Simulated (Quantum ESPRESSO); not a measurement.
Runs of Quantum ESPRESSO 7.5 on CuI (Marshite). Symmetry: F-43m, No. 216, cubic system. Conventional cell: a = 6.063 Å, b = 6.063 Å, c = 6.063 Å, α = 90.00°, β = 90.00°, γ = 90.00°. Around I (site symmetry -43m) lie 4 Cu at 2.63 Å. Cu (site symmetry -43m) has 4 I at 2.63 Å as nearest neighbours. 

```tsv
task	level	potentials or basis	cell	k mesh	cutoff (eV)	smearing	SCF threshold	share of exact exchange	q mesh for exact exchange	cutoff for exact exchange	form of the LDA correlation	mesh quality	gap on the mesh (eV)	pressure (GPa)
phonons	PW91	GBRV 1.5 PBE	relaxed	4 × 4 × 4, shifted	762	fermi-dirac 0.05 eV	4e-10 Ry	-	-	-	-	not flagged	-	0.0
single point	PBEsol	GBRV 1.5 PBEsol	as given	8 × 8 × 8	762	fermi-dirac 0.05 eV	4e-10 Ry	-	-	-	-	not flagged	(b)	-2.7
band structure	PBE	Ansatz NC SR PBE	as given	8 × 8 × 8	1252	fermi-dirac 0.05 eV	4e-10 Ry	-	-	-	-	not flagged	1.14	0.3
Wannier functions	LDA	JTH 2.0 LDA	as given	6 × 6 × 6	490	fermi-dirac 0.05 eV	4e-10 Ry	-	-	-	PW92	not flagged	(a)	-
phonons	LDA	JTH 2.0 LDA	relaxed	6 × 6 × 6, shifted	735	fermi-dirac 0.05 eV	4e-10 Ry	-	-	-	PW92	not flagged	-	0.1
```

Alike in all rows: no spin polarisation.

Question: Fill in the values left out.

Answer: (a) 0.93; (b) 1.00.

Caveats: spin-orbit coupling is left out, which moves the levels of the heavy elements (some runs); the potentials were made for another functional, which shifts forces and pressure (some runs); the cutoff lies well under what these potentials need, so the values aren't converged (some runs); the cutoff is low for these files, which shifts pressure and relaxed volume (some runs); the Wannier minimisation didn't converge (some runs).

A k mesh can miss the band edges, and the runs leave out spin-orbit coupling on I.

Not every run made on this cell is shown here.
